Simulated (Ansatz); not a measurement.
# TiSi2 (Fddd) in Ansatz: notebook

Aim: see how the results for TiSi2 move with the level of theory and the settings. Levels: PBE+D3(BJ), PBE+D4, PBEsol+D3(BJ). Tasks: relaxation of cell and atoms.

All numbers are computed with Ansatz 0.2.0; they aren't measurements. Logs are shortened: lines on timing, memory, paths and dates and some standing lists are left out, and cuts for length are marked.

## (1) The crystal as given

The structure is orthorhombic, space group Fddd (No. 70). Conventional cell: a = 4.779 Å, b = 8.235 Å, c = 8.526 Å, α = 90.00°, β = 90.00°, γ = 90.00°. Ti (site symmetry 222) has 10 Si at 2.55 to 2.78 Å as nearest neighbours. Around Si (site symmetry 2) lie 5 Si at 2.52 to 2.79 Å and 5 Ti at 2.55 to 2.78 Å.

The cell is a database's computed one.

## (2) Relaxation of cell and atoms, PBE+D3(BJ)

File input.yaml:

```yaml
crystal:
  lattice:
    - [0.0, 4.1175163063, 4.2628978354]
    - [2.3895119538, 0.0, 4.2628978354]
    - [2.3895119538, 4.1175163063, 0.0]
  atoms:
    - { symbol: Ti, position: [0.75, 0.75, 0.75] }
    - { symbol: Ti, position: [0.5, 0.5, 0.5] }
    - { symbol: Si, position: [0.41256561, 0.08743439, 0.41256561] }
    - { symbol: Si, position: [0.08743439, 0.41256561, 0.08743439] }
    - { symbol: Si, position: [0.16256561, 0.83743439, 0.16256561] }
    - { symbol: Si, position: [0.83743439, 0.16256561, 0.83743439] }
hamiltonian:
  xc: pbe
  pseudopotentials: { kind: paw }
  dispersion: d3bj
kpoints:
  mp_grid: { grid: [7, 7, 7] }
scf:
  occupations: { method: fermi_dirac, width: 0.05 }
output:
  forces: true
  stress: true
  eigenvalues: true
relax:
  f_tol: 0.01
  max_steps: 40
  cell: { stress_tol: 0.05 }
```

Potentials or basis: Ansatz PAW.

Launch:

```bash
> ansatz run input.yaml --threads 2 --pin off --max-ram 5632MiB --backend cpu --events-out ev --progress --plain --runs-dir out
```

Standard output:

```text
Warning: RAYON_NUM_THREADS=2 ignored (pool sized by the plan → 2); use --threads N
Engine: ansatz 0.2.0, aarch64-unknown-linux-gnu
Pseudopotentials: kind: paw
Pseudopotential: Ti, paw, valence charge 12, recommended cutoff 420 eV (normal), Ti.paw.azcp
Pseudopotential: Si, paw, valence charge 4, recommended cutoff 420 eV (normal), Si.paw.azcp
Functional definition: PBE
  parameter kappa = 0.804
  parameter beta = 0.06672455060314922
  exchange = pbe_x(kappa = kappa, mu = beta*pi^2/3)
  correlation = pbe_c(beta = beta)
Crystal: 6 atoms, lattice volume = 83.884 Å³
Basis set: ecut = 420 eV, 1617 PW (Γ), exchange–correlation on 80×72×64 points (8 copies of the dense FFT grid, shifted against one another)
Bands: 26, of which v1, the nominal top of the filled ones, is band 20 counted from 1 (19 counted from 0)
Symmetry: 8 space group operations
Space group: Fddd (ITA 70), of the structure as read, at distance tolerance 4.4e-5 Å
k-points: 64 of 343
Non-local potential: Ti, projectors of the file, l = 0: 3, l = 1: 2, l = 2: 3, l = 3: 1
Non-local potential: Si, projectors of the file, l = 0: 2, l = 1: 2, l = 2: 2
PAW form: soft (Blöchl's): semilocal exchange-correlation on the pseudo side does not see the compensation charge
PAW one-centre angular grid: Ti, 590 points (default); XC on 64 Gauss nodes
PAW one-centre angular grid: Si, 110 points (default); XC on 64 Gauss nodes
Initial density: superposition of atomic densities (neutral atoms: chi_scale 0, normalization atom), corrected by the library's trained network
Initial wavefunctions: pseudopotential atomic-orbital guess
Functional: x = pbe(κ = 0.804, μ = 0.2195149727645171), c = pbe(β = 0.06672455060314922)
SCF iter   1: F=—  HF=-7549.149115 eV  |F-HF|=—  |Δ(HF+E_count)|=         —  Δρ=4.27e-3  dr2=2.20e-2  ethr=1.77e-3  ⟨swp⟩=6.3  Hψ=8378  notcnv=0  defer=2
preconditioner: auto → Kerker (q_TF=auto, 2.412 Å⁻¹)  [metal: Δε(μ)=0.004 eV  Ē_g=6.369 eV  σ=0.050 eV  W_gap=0.02  n_scr=16 (ndim 8)  ℏωp=19.9 eV  f_vac=0.000  D(μ)=2.40/eV (n_scr^D=16)]
SCF iter   2: F=—  HF=-7549.146566 eV  |F-HF|=—  |Δ(HF+E_count)|=   2.55e-3  Δρ=1.98e-3  dr2=4.09e-3  ethr=5.50e-5  ⟨swp⟩=2.0  Hψ=2526  notcnv=0  defer=19
SCF iter   3: F=—  HF=-7549.146204 eV  |F-HF|=—  |Δ(HF+E_count)|=   3.62e-4  Δρ=5.63e-4  dr2=3.43e-4  ethr=1.02e-5  ⟨swp⟩=2.6  Hψ=2303  notcnv=0  defer=19
SCF iter   4: F=—  HF=-7549.146155 eV  |F-HF|=—  |Δ(HF+E_count)|=   4.94e-5  Δρ=9.62e-5  dr2=7.78e-6  ethr=8.57e-7  ⟨swp⟩=2.0  Hψ=2324  notcnv=0  defer=19
SCF iter   5: F=—  HF=-7549.146144 eV  |F-HF|=—  |Δ(HF+E_count)|=   1.07e-5  Δρ=1.81e-5  dr2=1.81e-7  ethr=1.94e-8  ⟨swp⟩=2.1  Hψ=2309  notcnv=0  defer=19
SCF iter   6: F=-7549.146144 eV  HF=-7549.146144 eV  |F-HF|=6.51e-9  |Δ(HF+E_count)|=   3.40e-8  Δρ=3.20e-6  dr2=9.45e-9  ethr=2.50e-10  ⟨swp⟩=6.4  Hψ=6599  notcnv=0
SCF 1 converged in 6 iterations: F = -7549.146144 eV  dr2 = 9.45e-9
relax step   1: F+E_penalty+E_count = -7549.14614381 eV  Δ(F+E_penalty+E_count) = +0.000e0 eV  max|allowed force component| = 2.237e-2 eV/Å  Δτ_max = 0.0000 Å  P = -4.307 GPa  Ω = 83.884 Å³  (6 SCF iters, dr2 threshold 1.00e-7 eV, accepted)
[... 14 lines left out ...]
relax step   2: F+E_penalty+E_count = -7549.18072046 eV  Δ(F+E_penalty+E_count) = -3.458e-2 eV  max|allowed force component| = 1.584e-2 eV/Å  Δτ_max = 0.0062 Å  P = +0.577 GPa  Ω = 80.960 Å³  energy of the carried Pulay correction = +5.516e-4 eV  (6 SCF iters, dr2 threshold 6.00e-7 eV, accepted)
[... 11 lines left out ...]
relax step   6: F+E_penalty+E_count = -7549.18452284 eV  Δ(F+E_penalty+E_count) = -5.664e-6 eV  max|allowed force component| = 1.162e-3 eV/Å  Δτ_max = 0.0001 Å  P = -0.003 GPa  Ω = 81.343 Å³  energy of the carried Pulay correction = +3.148e-6 eV  (6 SCF iters, dr2 threshold 6.27e-9 eV, accepted)
[... 14 lines left out ...]
relax step   7: F+E_penalty+E_count = -7549.18452082 eV  Δ(F+E_penalty+E_count) = +2.018e-6 eV  max|allowed force component| = 1.162e-3 eV/Å  Δτ_max = 0.0000 Å  P = -0.003 GPa  Ω = 81.343 Å³  stress off target by 1.11e-2 GPa  SCF on the basis re-selected at this cell (its energy is not comparable with the rows above)  (7 SCF iters)
basis re-selected at this cell: Δ(F+E_penalty+E_count) = +2.018e-6 eV, ΔP = -0.000 GPa vs the last step (what re-selecting the basis moved, of the pressure what is left beyond the Pulay correction that the steps carried, after the strain that the cell walked since its last selection, with what the two solves' SCF thresholds leave and, on support functions, any second-order correction that the steps lacked; it is no measure of the basis error at this ecutwfc). This SCF's stress stands 1.11e-2 GPa from its target on what of the cell is left free (relax.cell.stress_tol is 5.00e-2 GPa) and its largest allowed force component is 1.16e-3 eV/Å (relax.f_tol is 1.00e-2 eV/Å): within both
SCF converged after 7 iterations
Free energy (F): -7549.184521 eV
Harris-Foulkes:  -7549.184521 eV  (|F-HF|=9.09e-13)
Internal energy: -7549.165089 eV  (E = F + TS)
E sigma→0 (E₀):  -7549.174805 eV
Entropy (-TS):   -0.019432 eV (-3.239 meV/atom)
Fermi energy:    13.096555 eV
--- Per-component energies (eV) ---
  E_band       = -195.063735
  E_kinetic    = 724.625942
  E_local      = -1990.913375  (includes V_loc(G=0)·N_el)
  E_nonlocal   = 117.617860
  E_hartree    = 875.177502
  E_xc         = -425.389939
  E_vxc        = -444.052075  (∫ρ·V_xc dr)
  E_paw        = -4146.707720  (= ΣΔE_a)
  E_vpaw       = -352.697328  (= ΣTr[D̂ρ^β])
  E_aug_tail   = 0.000238  (compensation charges beyond the density's cutoff)
  E_ewald      = -2700.238663
  E_disp       = -3.336933  (pairwise vdW)
  E_smearing   = -0.019432  (= −TS)
  E_closure    = 0.000000  (closes the sum)
  Σ components = -7549.184521   (vs F -7549.184521, Δ=0.00e0)
--- Forces (eV/Å), atoms counted from 1 ---
  atom   1  Ti     0.00000000     0.00000000     0.00000000
  atom   2  Ti     0.00000000    -0.00000000     0.00000000
  atom   3  Si     0.00000000     0.00116174     0.00000000
  atom   4  Si     0.00000000    -0.00116174     0.00000000
  atom   5  Si     0.00000000     0.00116174     0.00000000
  atom   6  Si     0.00000000    -0.00116174     0.00000000
  max |Σ_I F_I| component: 0.00e0 eV/Å
--- Stress (GPa, compression-positive) ---
       -0.000899       0.000000      -0.000000
        0.000000       0.003983       0.000000
       -0.000000       0.000000      -0.011119
  P = ⅓ Tr σ = -0.0027 GPa (-0.027 kbar)
--- Band table (eV; the first three rows and the last of 64) ---
  k-point 0: bands = ["-43.0320", "-42.9989", "-19.4465", "-19.4267", "-19.3410", "-19.3245", "-19.3027", "-19.3013", "0.2984", "6.2657", "7.4475", "7.5506", "7.9376", "9.2171", "9.3907", "10.4966", "10.7408", "11.0578", "11.3173", "11.7484", "12.1501", "15.2350", "16.3481", "16.5942", "16.6613", "16.7361"]
[... 3 lines left out ...]
--- Relaxed structure (5 steps of the walk, 5 accepted, 2 SCFs on fresh bases) ---
  F+E_penalty+E_count = -7549.18452082 eV   max|allowed force component| = 1.162e-3 eV/Å   (the final SCF, on the basis selected at the relaxed cell)
  cell:  # Å, volume = 81.3428 Å³
    - [3.559158028327052e-18, 4.053534353524316, 4.23998024510674]
    - [2.366418669862426, -2.9379747911481344e-33, 4.23998024510674]
    - [2.366418669862426, 4.053534353524316, 1.9950397552402478e-18]
  atoms:
    - { symbol: Ti, position: [0.7499999999999997, 0.7499999999999999, 0.7500000000000002] }
    - { symbol: Ti, position: [0.4999999999999999, 0.5, 0.5] }
    - { symbol: Si, position: [0.4130971935963551, 0.08690280640364487, 0.4130971935963552] }
    - { symbol: Si, position: [0.0869028064036447, 0.4130971935963552, 0.08690280640364487] }
    - { symbol: Si, position: [0.16309719359635516, 0.8369028064036448, 0.16309719359635527] }
    - { symbol: Si, position: [0.8369028064036448, 0.16309719359635516, 0.8369028064036448] }
```

Run time: 32 s. Hardware: 2 threads of Arm Neoverse V2, shared host; peak memory 0.44 GiB.

What came out:

```
Free energy                            : -7549.1845 eV
Relaxed volume                         : 13.56 Å³/atom
Relaxed cell                           : a = 5.866 Å, b = 4.856 Å, c = 4.694 Å, α = 75.78°, β = 53.36°, γ = 50.86°
Space group after relaxing (to 0.05 Å) : Fddd (No. 70)
Energy gained by relaxing              : 6.4 meV/atom
Ionic steps                            : 7
Pressure after relaxing                : 0.0 GPa
Band gap on the k mesh                 : none (metal or under the smearing width)
```

Step by step:
| step | energy change (eV) | largest force (eV/Å) | volume (Å³) |
| --- | --- | --- | --- |
| 1 | 0.0000 | 0.0224 | 83.88 |
| 2 | -0.0346 | 0.0158 | 80.96 |
| 3 | -0.0387 | 0.0011 | 81.36 |
| 4 | -0.0388 | 0.0017 | 81.36 |
| 5 | -0.0384 | 0.0017 | 81.36 |
| 6 | -0.0384 | 0.0012 | 81.34 |
| 7 | -0.0384 | 0.0012 | 81.34 |

Final structure:
```yaml
crystal:
  lattice:
    - [0.00000, 4.05353, 4.23998]
    - [2.36642, 0.00000, 4.23998]
    - [2.36642, 4.05353, 0.00000]
  atoms:
    - { symbol: Ti, position: [0.75000, 0.75000, 0.75000] }
    - { symbol: Ti, position: [0.50000, 0.50000, 0.50000] }
    - { symbol: Si, position: [0.41310, 0.08690, 0.41310] }
    - { symbol: Si, position: [0.08690, 0.41310, 0.08690] }
    - { symbol: Si, position: [0.16310, 0.83690, 0.16310] }
    - { symbol: Si, position: [0.83690, 0.16310, 0.83690] }
```

Caveat: the plane-wave basis is chosen anew once the cell has moved, so the energies of steps on either side of that aren't comparable; pairwise dispersion overbinds metals, which lowers pressure and volume.

## (3) Relaxation of cell and atoms, PBE+D4

input.yaml: that of step 2 with these lines changed.

```diff
@@ -15,3 +15,3 @@
   pseudopotentials: { kind: paw }
-  dispersion: d3bj
+  dispersion: d4
 kpoints:
@@ -24,2 +24,6 @@
   eigenvalues: true
+  write_density: true
+  write_potential: true
+  elf: true
+  volumetric_format: npy
 relax:
```

Potentials or basis: Ansatz PAW.

Launch:

```bash
> ansatz run input.yaml --threads 2 --pin off --max-ram 5632MiB --backend cpu --events-out ev --progress --plain --runs-dir out
```

It took 26 s on 2 threads of Arm Neoverse V2, shared host; peak memory 0.44 GiB.

Results (log left out):

```yaml
Free_energy: -7548.3043 eV
Relaxed_volume: 13.74 Å³/atom
Relaxed_cell: a = 5.892 Å, b = 4.874 Å, c = 4.717 Å, α = 75.78°, β = 53.31°, γ = 50.90°
Space_group_after_relaxing_to_0.05_Å: Fddd (No. 70)
Energy_gained_by_relaxing: 2.3 meV/atom
Ionic_steps: 5
Pressure_after_relaxing: 0.0 GPa
Largest_force_after_relaxing: 0.004 eV/Å
Band_gap_on_the_k_mesh: none (metal or under the smearing width)
```

Forces in eV/Å, atoms in the order of the input:
```
Ti   0.000  0.000  0.000
Ti   0.000  0.000  0.000
Si   0.000  0.004  0.000
Si   0.000 -0.004  0.000
Si   0.000  0.004  0.000
Si   0.000 -0.004  0.000
```

Step by step:
```csv
step,energy change (eV),largest force (eV/Å),volume (Å³)
1,0.0000,0.0317,83.88
2,-0.0123,0.0027,82.15
3,-0.0142,0.0050,82.44
4,-0.0143,0.0044,82.43
5,-0.0140,0.0044,82.43
```

Final structure:
```yaml
crystal:
  lattice:
    - [0.00000, 4.07500, 4.25573]
    - [2.37648, 0.00000, 4.25573]
    - [2.37648, 4.07500, 0.00000]
  atoms:
    - { symbol: Ti, position: [0.75000, 0.75000, 0.75000] }
    - { symbol: Ti, position: [0.50000, 0.50000, 0.50000] }
    - { symbol: Si, position: [0.41311, 0.08689, 0.41311] }
    - { symbol: Si, position: [0.08689, 0.41311, 0.08689] }
    - { symbol: Si, position: [0.16311, 0.83689, 0.16311] }
    - { symbol: Si, position: [0.83689, 0.16311, 0.83689] }
```

Levels at points of the mesh, in eV from the Fermi level:
```csv
k point,band 18,band 19,band 20,band 21,band 22,band 23
"(0.00, 0.00, 0.00)",-2.04,-1.77,-1.35,-0.93,2.11,3.20
```

Caveat: the plane-wave basis is chosen anew once the cell has moved, so the energies of steps on either side of that aren't comparable; pairwise dispersion overbinds metals, which lowers pressure and volume.

## (4) Relaxation of cell and atoms, PBEsol+D3(BJ)

input.yaml: that of step 3 with these lines changed.

```diff
@@ -13,5 +13,5 @@
 hamiltonian:
-  xc: pbe
+  xc: pbesol
   pseudopotentials: { kind: paw }
-  dispersion: d4
+  dispersion: d3bj
 kpoints:
@@ -24,6 +24,2 @@
   eigenvalues: true
-  write_density: true
-  write_potential: true
-  elf: true
-  volumetric_format: npy
 relax:
```

Launch:

```bash
> ansatz run input.yaml --threads 2 --pin off --max-ram 5632MiB --backend cpu --events-out ev --progress --plain --runs-dir out
```

It took 28 s on 2 threads of Arm Neoverse V2, shared host; peak memory 0.44 GiB.

The run converged. Its results:

| Item | Value |
| --- | --- |
| Free energy | -7440.8587 eV |
| Relaxed volume | 13.26 Å³/atom |
| Relaxed cell | a = 5.823 Å, b = 4.824 Å, c = 4.654 Å, α = 75.78°, β = 53.43°, γ = 50.79° |
| Space group after relaxing (to 0.05 Å) | Fddd (No. 70) |
| Energy gained by relaxing | 19.1 meV/atom |
| Ionic steps | 6 |
| Pressure after relaxing | 0.0 GPa |
| Largest force after relaxing | 0.005 eV/Å |
| Band gap on the k mesh | none (metal or under the smearing width) |

Forces in eV/Å, atoms in the order of the input:
```
Ti   0.000  0.000  0.000
Ti   0.000  0.000  0.000
Si   0.000  0.005  0.000
Si   0.000 -0.005  0.000
Si   0.000  0.005  0.000
Si   0.000 -0.005  0.000
```

The path:
| step | energy change (eV) | largest force (eV/Å) | volume (Å³) |
| --- | --- | --- | --- |
| 1 | 0.0000 | 0.0499 | 83.88 |
| 2 | -0.1032 | 0.0237 | 78.83 |
| 3 | -0.1148 | 0.0125 | 79.60 |
| 4 | -0.1154 | 0.0085 | 79.57 |
| 5 | -0.1155 | 0.0055 | 79.54 |
| 6 | -0.1148 | 0.0055 | 79.54 |

Final structure:
```yaml
crystal:
  lattice:
    - [0.00000, 4.01854, 4.21422]
    - [2.34824, 0.00000, 4.21422]
    - [2.34824, 4.01854, 0.00000]
  atoms:
    - { symbol: Ti, position: [0.75000, 0.75000, 0.75000] }
    - { symbol: Ti, position: [0.50000, 0.50000, 0.50000] }
    - { symbol: Si, position: [0.41362, 0.08638, 0.41362] }
    - { symbol: Si, position: [0.08638, 0.41362, 0.08638] }
    - { symbol: Si, position: [0.16362, 0.83638, 0.16362] }
    - { symbol: Si, position: [0.83638, 0.16362, 0.83638] }
```

Levels at points of the mesh, in eV from the Fermi level:
| k point | band 18 | band 19 | band 20 | band 21 | band 22 | band 23 |
| --- | --- | --- | --- | --- | --- | --- |
| (0.00, 0.00, 0.00) | -2.00 | -1.76 | -1.36 | -0.98 | 2.19 | 3.35 |

Caveat: the plane-wave basis is chosen anew once the cell has moved, so the energies of steps on either side of that aren't comparable; pairwise dispersion overbinds metals, which lowers pressure and volume; the PAW data sets come from PBE, with cores solved anew for the run's functional, which leaves a small shift of forces and pressure.

## (5) Summary

```tsv
level	gap on the mesh (eV)	pressure (GPa)	relaxed volume (Å³/atom)
PBE+D3(BJ)	none	0.0	13.56
PBE+D4	none	0.0	13.74
PBEsol+D3(BJ)	none	0.0	13.26
```

Alike in all rows: task relaxation of cell and atoms; potentials or basis Ansatz PAW; no spin polarisation; cell relaxed; k mesh 7 × 7 × 7; cutoff (eV) 420; smearing fermi-dirac 0.05 eV.

Caveats: the plane-wave basis is chosen anew once the cell has moved, so the energies of steps on either side of that aren't comparable; pairwise dispersion overbinds metals, which lowers pressure and volume; the PAW data sets come from PBE, with cores solved anew for the run's functional, which leaves a small shift of forces and pressure (some runs).

Total energies depend on the potentials used, so only differences within one code and one set of settings carry meaning.
